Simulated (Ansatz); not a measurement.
# Predicting one run from its neighbours: the energy of slabs against their depth, the (100) slab of BaSnO3 (cut from a parent of space group no. 221; 10 atoms in the cell)

```xyz
10
Lattice="4.1076 0.0000 0.0000 0.0000 4.1076 0.0000 0.0000 0.0000 20.1615" Properties=species:S:1:pos:R:3 pbc="T T T"
Ba     0.0000     0.0000     9.0539
Sn     2.0538     2.0538     7.0000
O      0.0000     2.0538     7.0000
O      2.0538     2.0538     9.0539
O      2.0538     0.0000     7.0000
Ba     0.0000     0.0000    13.1615
Sn     2.0538     2.0538    11.1077
O      0.0000     2.0538    11.1077
O      2.0538     2.0538    13.1615
O      2.0538     0.0000    11.1077
```
(The smallest cell of the table.)

Level of theory: PBEsol, default PAW files made with PBE (plane waves; Ansatz, an electronic-structure program).

Base settings: basis.ecutwfc = 420 eV; kpoints.mp_grid.grid = 6 6 1; hamiltonian.xc = pbesol; hamiltonian.pseudopotentials = {kind: paw} (the program's default PAW files); scf.occupations.method = fermi_dirac; scf.occupations.width = 0.02 eV.

The starting cell has typed, rounded lattice constants, without a prior relaxation at this level. The slab is cut from that crystal, and its faces are unrelaxed. Its lattice was rescaled by up to half a per cent. Spin polarisation is off, though cut faces can carry moments; a gap of a slab can lie between surface states. The two faces of this cut differ, and no dipole correction was used.

Deep slabs follow E = 2Aγ + N·e, so a straight line through E against N gives the surface energy without a separate bulk run; a round N·e is taken off to keep the numbers short. The area A is 16.873 Å².

```
atoms N  E − N·(-2699.676 eV) (eV)
-------  -------------------------
10                          1.7021
15                          1.3635
20                               ?
25                          0.6798
30                          0.3368
35                         -0.0057
```

Problem. Fit the line to the 5 rows given and predict the withheld one.

Solution. Means: x̄ = 23.000, ȳ = 0.81530. Σ(x − x̄)(y − ȳ) = -29.39 and Σ(x − x̄)² = 430.0, so b = -0.06834 and a = ȳ − b·x̄ = 2.3871; γ = a/2A = 1.133 J/m² (unrelaxed, mean of the two faces) and e = -2699.7443 eV per atom. The largest residual of the fitted rows is 0.0016. At x = 20 the line gives 1.0203 eV. The run gave 1.0217 eV, a miss of 0.0014 eV. The table is a window of a longer ladder. The rows were chosen because the form fits them, the withheld one included, so this shows the method and is no test of the form.

Left out of this page: 1 run of the series outside the window shown, repeating another row's setting, or not comparable.

Keys are those of Ansatz 0.2.
